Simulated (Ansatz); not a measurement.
## Al2Cu: zone-centre modes under pressure

Al2Cu, Fm-3m, a = 5.728 Å. The structure is a Materials Project entry; whether it is the stable form wasn't checked. Ansatz: PBEsol, PAW, 420 eV, Γ-centred 14×14×14 mesh on 3 atoms, Fermi-Dirac smearing 0.15 eV; no spin polarisation. Cell and atoms are relaxed at each pressure with the symmetry kept; optical modes at Γ by linear response, in cm⁻¹, matched by rank (the highest 2 distinct ones).

```tsv
P (GPa)	V (Å³/atom)	ω1	ω2
0	15.659	265.2	287.1
7	14.762	293.8	319.8
18	13.750	329.6	361.4
35	12.666	?	?
```

Task: Get each mode's Grüneisen parameter γ = −d ln ω/d ln V from the other rows and predict the missing frequencies.

Result: ln(V/V0) = 0.0000, -0.0590, -0.1300, -0.2121; a line through ln(ω/ω0) of the 3 known rows gives ω1: γ = 1.671 (intercept 0.0014), predicted 378.5, computed 372.9; ω2: γ = 1.769 (intercept 0.0012), predicted 418.3, computed 411.3. The worst miss is 1.7 %: γ isn't constant over this range. In a metal these frequencies hang on the mesh and smearing.

The mesh isn't the same in all rows (14×14×14, 16×16×16).

Cost: 4 runs of about 3.9 core-minutes in all, on Intel Xeon Platinum 8375C (Ice Lake) (shared hosts).